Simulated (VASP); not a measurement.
Set up this calculation in VASP 6.6.1, as the native input.

```
Task                   : single point
Functional             : PBE
Potentials or basis    : VASP PAW PBE potentials, release 64 (Ca_sv)
Cutoff                 : 520 eV
k mesh                 : 8 × 8 × 4
Occupations            : fermi-dirac, width 0.05 eV
Spin                   : no spin polarisation
Further INCAR settings : ALGO = Normal; EDIFF = 1e-07; NBANDS = 17
```

The structure of Ca lies in POSCAR:

```
Ca
1.0
    2.0964874600     -2.1017318100     -2.4453524600
   -2.0964874600     -2.1017318100     -2.4453524600
    0.0000000000      4.2034636200     -4.8907049200
Ca
2
Direct
    0.2447745500      0.2603442600      0.2327308200
    0.7552254500      0.7396557400      0.7672691800
```

This isn't the form of Ca at room conditions, which is fcc.

The cell isn't the ideal one: a zone-boundary wave of random shape, sigma 0.1 Å.

The input as run:

INCAR

```
SYSTEM = Ca
PREC = Accurate
ENCUT = 520
EDIFF = 1E-7
ISMEAR = -1
SIGMA = 0.05
LREAL = .False.
LASPH = .True.
NELM = 60
ALGO = Normal
ISIF = 2
LWAVE = .False.
LCHARG = .False.
GGA = PE
NBANDS = 17
```

KPOINTS

```
Automatic mesh
0
Gamma
  8 8 4
  0 0 0
```

Potentials or basis: VASP PAW PBE potentials, release 64 (Ca_sv).

Run with:

```console
$ cat potpaw_PBE.64/Ca_sv/POTCAR > POTCAR
$ mpirun -np 1 vasp_std > vasp.out
```

Results of the run:

```
Pressure               : -0.2 GPa
Largest force          : 0.366 eV/Å
Band gap on the k mesh : none (metal or under the smearing width)
```

Wall time 2.7 min on 1 thread of Intel(R) Xeon(R) Platinum 8375C CPU @ 2.90GHz (Ice Lake), on a shared host, peak memory 0.3 GiB.
